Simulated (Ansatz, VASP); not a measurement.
## BaTe: VASP beside Ansatz

Contents of INCAR:

```
SYSTEM = BaTe
PREC = Accurate
ENCUT = 520
EDIFF = 1E-6
ISMEAR = -1
SIGMA = 0.05
LREAL = .FALSE.
LASPH = .TRUE.
NELM = 100
ALGO = Normal
ISIF = 2
LWAVE = .FALSE.
LCHARG = .FALSE.
GGA = PE
NBANDS = 15
```

KPOINTS

```
Automatic mesh
0
G
  10 10 10
  0 0 0
```

POSCAR

```
BaTe
1.0
    0.0000000000      3.3813431830      3.3813431830
    3.3813431830      0.0000000000      3.3813431830
    3.3813431830      3.3813431830      0.0000000000
Ba Te
1 1
Direct
    0.0000000000      0.0000000000      0.0000000000
    0.5000000000      0.5000000000      0.5000000000
```

Input for Ansatz:

```yaml
crystal:
  lattice:
    - [0.0, 3.381343183, 3.381343183]
    - [3.381343183, 0.0, 3.381343183]
    - [3.381343183, 3.381343183, 0.0]
  atoms:
    - { symbol: Ba, position: [0.0, 0.0, 0.0] }
    - { symbol: Te, position: [0.5, 0.5, 0.5] }
kpoints:
  mp_grid: { grid: [10, 10, 10] }
scf:
  occupations: { method: fermi_dirac, width: 0.05 }
hamiltonian:
  xc: pbe
  pseudopotentials: { kind: all_electron, lapw: { basis_error: 0.00025 } }
output:
  forces: true
  stress: true
  eigenvalues: true
```

Change from the starting cell: volume scaled by 0.975.

Alike in both runs: task single point; functional PBE; k mesh 10 × 10 × 10; occupations fermi-dirac, width 0.05 eV; no spin polarisation.

|  | VASP | Ansatz |
| --- | --- | --- |
| version | VASP 6.6.1 | Ansatz 0.2.0 |
| potentials or method | VASP PAW PBE potentials, release 64 (Ba_sv, Te) | all-electron LAPW, scalar-relativistic |
| plane-wave cutoff (eV) | 520 | see its input |

Ansatz gave:

```
pressure (GPa) : 5.0
```

Task: Estimate VASP's values.

Result: Pressure (GPa): 5.5.

Ansatz ran all-electron here, so the differences hold the error of VASP's frozen core and of both bases.

Caveats: spin-orbit coupling is left out, which moves the levels of the heavy elements. A k mesh can miss the band edges.
